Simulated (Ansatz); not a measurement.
Crystal: GaN.

```
Ga N
1.0
     0.00000    2.25350    2.25350
     2.25350    0.00000    2.25350
     2.25350    2.25350    0.00000
Ga N
1 1
Direct
  0.00000 0.00000 0.00000
  0.25000 0.25000 0.25000
```

The cell is a database's computed one.

| Property | Result |
| --- | --- |
| Program | Ansatz 0.2.0 |
| Task | relaxation of cell and atoms |
| Functional | PBEsol0 |
| Potentials or basis | Ansatz PAW |
| Cutoff | 420 eV (not typed: the program's choice for these potentials) |
| k mesh | 5 × 5 × 5 |
| Occupations | fermi-dirac, width 0.05 eV |
| Spin | no spin polarisation |

At the start: volume 11.44 Å³/atom.

Question: How do energy, volume and symmetry change on relaxing?

Answer: It ends after 7 steps and the volume is 11.12 Å³/atom (-2.8 %); space group F-43m (No. 216, to 0.05 Å).

The path:
```csv
step,energy change (eV),largest force (eV/Å),volume (Å³)
1,0.0000,0.0000,22.89
2,-0.0115,0.0000,22.47
3,-0.0137,0.0000,22.24
4,-0.0137,0.0000,22.25
5,-0.0120,0.0000,22.25
6,-0.0121,0.0000,22.24
7,-0.0121,0.0000,22.24
```

Final structure:
```yaml
crystal:
  lattice:
    - [0.00000, 2.23189, 2.23189]
    - [2.23189, 0.00000, 2.23189]
    - [2.23189, 2.23189, 0.00000]
  atoms:
    - { symbol: Ga, position: [0.00000, 0.00000, 0.00000] }
    - { symbol: N, position: [0.25000, 0.25000, 0.25000] }
```

Caveat: the k mesh is coarse (spacing up to 0.48 Å⁻¹), so the values aren't converged, least of all with exact exchange; the plane-wave basis is chosen anew once the cell has moved, so the energies of steps on either side of that aren't comparable; the pressure holds a Pulay correction of +0.5 GPa for the finite cutoff; the PAW data sets come from PBE, with cores solved anew for the run's functional, which leaves a small shift of forces and pressure.
